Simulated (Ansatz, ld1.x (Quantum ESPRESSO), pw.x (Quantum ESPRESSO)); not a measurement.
## From atom to crystal: TM potential for Ti

- Element: Ti (Z = 22)
- Generator: ld1.x (Quantum ESPRESSO) 7.5
- Type: norm-conserving Troullier–Martins (Kleinman–Bylander form)
- Functional: PBE
- Relativity: scalar-relativistic
- Frozen core: [Ar]
- Valence charge: 4
- Reference configuration: 3d2 4s2 4p0
- Partial waves: 4p (bound, empty): rc 3.65 bohr; 3d (bound): rc 1.95 bohr; 4f channel at 0.05 Ry: rc 3.40 bohr; 4s (bound): rc 3.20 bohr
- Local potential: the s channel
- Core correction: none

Crystal test: bcc Ti in pw.x 7.5, no spin, 14³ k-points, Fermi–Dirac smearing 0.01 Ry, cutoffs 85/340 Ry. The reference is all-electron LAPW (Ansatz 0.2.0) with the same functional, mesh and smearing; V0 and B0 come from Birch–Murnaghan fits to the pressures at five volumes. Errors are pseudo minus all-electron; Δ is the rms difference of the E(V) curves that follow from these fits, minima aligned, over ±6 % about the mean V0. Mesh and smearing are coarse, so the numbers serve the comparison and aren't converged zero-temperature values; the lattice is a test structure that the element need not adopt.

All-electron: a0 = 3.264 Å (V0 = 17.38 Å³/atom), B0 = 104.1 GPa.

Task: How far does the potential miss the all-electron equation of state?

Result: mean pressure error (GPa): +6.93. The pressure does not cross zero within the volumes sampled, so no fit is given. The largest radius (3.65 bohr) exceeds half the bond length (2.67 bohr), so the spheres overlap, which is one possible source of error among others. This is a poor potential for the solid. Atomic configuration tests: 1 of 7 tests not solved or not reliable.

```csv
V (Å³/atom),P all-electron (GPa),P pseudo (GPa)
16.476,6.10,13.97
16.909,3.01,10.37
17.343,0.23,7.13
17.777,-2.25,4.22
18.210,-4.47,1.60
```

Task: At the middle volume, how do free energy and pressure move when the wave cutoff is lowered (ecutrho kept at four times it)?

Result:

| cutoff (Ry) | shift of F (meV/atom) | shift of P (GPa) |
| --- | --- | --- |
| 38 | +2056.3 | -71.10 |
| 51 | +188.4 | -12.41 |
| 68 | +1.6 | -0.22 |

Input at the middle volume:

```
&control
  calculation='scf', prefix='x', pseudo_dir='./', outdir='./tmp', tstress=.true., disk_io='none'
/
&system
  ibrav=0, nat=1, ntyp=1, ecutwfc=85, ecutrho=340, nbnd=9,
  occupations='smearing', smearing='fd', degauss=0.01
/
&electrons
  conv_thr=1e-09, mixing_beta=0.4, electron_maxstep=70
/
ATOMIC_SPECIES
Ti 1.0 Ti.UPF
CELL_PARAMETERS angstrom
  -1.63062743 1.63062743 1.63062743
  1.63062743 -1.63062743 1.63062743
  1.63062743 1.63062743 -1.63062743
ATOMIC_POSITIONS crystal
Ti 0.0000 0.0000 0.0000
K_POINTS automatic
14 14 14 0 0 0
```

```bash
pw.x < Ti.scf.in > Ti.scf.out
```

Lines of the output:

```
Message from routine setup:
     using ibrav=0 with symmetry is DISCOURAGED, use correct ibrav instead
     lattice parameter (alat)  =       5.3372  a.u.
     unit-cell volume          =     117.0364 (a.u.)^3
     number of electrons       =         4.00
     number of Kohn-Sham states=            9
     kinetic-energy cutoff     =      85.0000  Ry
     charge density cutoff     =     340.0000  Ry
     scf convergence threshold =      1.0E-09
     Exchange-correlation= PBE
     number of k points=   104  Fermi-Dirac smearing, width (Ry)=  0.0100
     iteration #  1     ecut=    85.00 Ry     beta= 0.40
     total energy              =      -7.00334008 Ry
     estimated scf accuracy    <       0.01456867 Ry
     iteration #  2     ecut=    85.00 Ry     beta= 0.40
     total energy              =      -7.00437499 Ry
     estimated scf accuracy    <       0.00094394 Ry
     iteration #  3     ecut=    85.00 Ry     beta= 0.40
     total energy              =      -7.00456204 Ry
     estimated scf accuracy    <       0.00005310 Ry
     iteration #  4     ecut=    85.00 Ry     beta= 0.40
     total energy              =      -7.00455757 Ry
     estimated scf accuracy    <       0.00000218 Ry
     iteration #  5     ecut=    85.00 Ry     beta= 0.40
     total energy              =      -7.00457298 Ry
     estimated scf accuracy    <       0.00005129 Ry
     iteration #  6     ecut=    85.00 Ry     beta= 0.40
     total energy              =      -7.00458181 Ry
     estimated scf accuracy    <       0.00000012 Ry
     iteration #  7     ecut=    85.00 Ry     beta= 0.40
     total energy              =      -7.00458188 Ry
     estimated scf accuracy    <       0.00000001 Ry
     iteration #  8     ecut=    85.00 Ry     beta= 0.40
     the Fermi energy is     8.1417 ev
!    total energy              =      -7.00458191 Ry
     estimated scf accuracy    <          5.5E-10 Ry
     smearing contrib. (-TS)   =      -0.01061049 Ry
     The total energy is F=E-TS. E is the sum of the following terms:
     one-electron contribution =       4.65139031 Ry
     hartree contribution      =       0.26495417 Ry
     xc contribution           =      -2.46217651 Ry
     ewald contribution        =      -9.44813939 Ry
     convergence has been achieved in   8 iterations
          total   stress  (Ry/bohr**3)                   (kbar)     P=       71.28
     Message from routine punch:
     Nothing written, as per user request (disk_io='none')
```

The run at the middle volume (104 k-points, 8 iterations) took about 11 s on one core of a shared host (Neoverse-V2, 192 threads, 742 GiB, load 46).
